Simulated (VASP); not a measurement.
## TiS2: single point with PBEsol

TiS2:

```
CELL_PARAMETERS angstrom
3.41200 0.00000 0.00000
-1.70600 2.95488 0.00000
0.00000 0.00000 5.69500
ATOMIC_POSITIONS crystal
Ti 0.00000 0.00000 0.00000
S 0.66667 0.33333 0.75000
S 0.33333 0.66667 0.25000
```

| Property | Result |
| --- | --- |
| Program | VASP 6.6.1 |
| Task | single point |
| Functional | PBEsol |
| Potentials or basis | VASP PAW PBE potentials, release 64 (Ti_sv, S) |
| Cutoff | 520 eV |
| k mesh | 9 × 9 × 5 |
| Occupations | fermi-dirac, width 0.05 eV |
| Spin | no spin polarisation |

- Pressure: -3.5 GPa
- Largest force: 0.260 eV/Å
- Band gap on the k mesh: none (metal or under the smearing width)

Forces in eV/Å, atoms in the order of the input:
```
Ti   0.000  0.000  0.000
S    0.000  0.000  0.260
S    0.000  0.000 -0.260
```

Stress tensor (GPa, compression positive):
```
-4.11  0.00  0.00
 0.00 -4.11  0.00
 0.00  0.00 -2.43
```

Levels at points of the mesh, in eV from the Fermi level:
| k point | band 8 | band 9 | band 10 | band 11 | band 12 | band 13 | band 14 | band 15 | band 16 | band 17 |
| --- | --- | --- | --- | --- | --- | --- | --- | --- | --- | --- |
| (0.00, 0.00, 0.00) | -2.75 | -2.75 | 0.00 | 0.10 | 0.10 | 0.48 | 0.48 | 0.88 | 3.47 | 3.47 |

It took 40 s on 1 thread of AMD EPYC 9R14 (Zen 4), on a shared host, peak memory 0.17 GiB.

Caveat: the PAW data sets were made with another functional, which shifts forces and pressure a little.
